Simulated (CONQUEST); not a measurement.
## SnTe under changes of volume

One of the cells (31.281 Å³/atom); the others are scaled copies at fixed shape and fractional positions:

```
Te Sn
1.0
     4.45597    0.00000    0.00000
     0.00000    4.45597    0.00000
     0.00000    0.00000    6.30170
Te Sn
2 2
Direct
  0.00000 0.00000 0.50000
  0.50000 0.50000 0.00000
  0.00000 0.00000 0.00000
  0.50000 0.50000 0.50000
```

```yaml
Program: CONQUEST 1.3
Functional: PBE
Potentials_or_basis: PseudoDojo NC PBE, DZP, grid of 48 × 48 × 60 points
k_mesh: 6 × 6 × 4
Occupations: fermi-dirac, width 0.05 eV
Spin: no spin polarisation
```

| volume (Å³/atom) | energy over the lowest point (meV/atom) | pressure (GPa) |
| --- | --- | --- |
| 29.404 | 65.49 | 6.3 |
| 30.030 | 44.04 | 4.8 |
| 30.656 | 27.13 | 3.8 |
| 31.281 | ? | ? |
| 31.907 | 6.67 | 1.5 |
| 32.532 | 1.80 | 0.9 |
| 33.158 | 0.00 | 0.0 |

Q: What does the run at 31.281 Å³/atom give?

A: Energy over the lowest point 14.58 meV/atom; pressure 2.6 GPa.

Worked out: A Birch-Murnaghan fit of order 3 (a polynomial in V^(-2/3)) to the other rows has its minimum at 33.23 Å³/atom, just outside them, with B0 = V·E''(V) = 37 GPa and B' = 5.1. It gives 15.00 meV/atom at 31.281 Å³/atom, against the run's 14.58, and -dE/dV = 2.6 GPa, against 2.6.

Energies are extrapolated to zero smearing.

Caveats: the basis of atomic orbitals isn't converged, which shifts pressures, moduli and gaps; the real-space grid breaks the cell's symmetry a little (some runs).
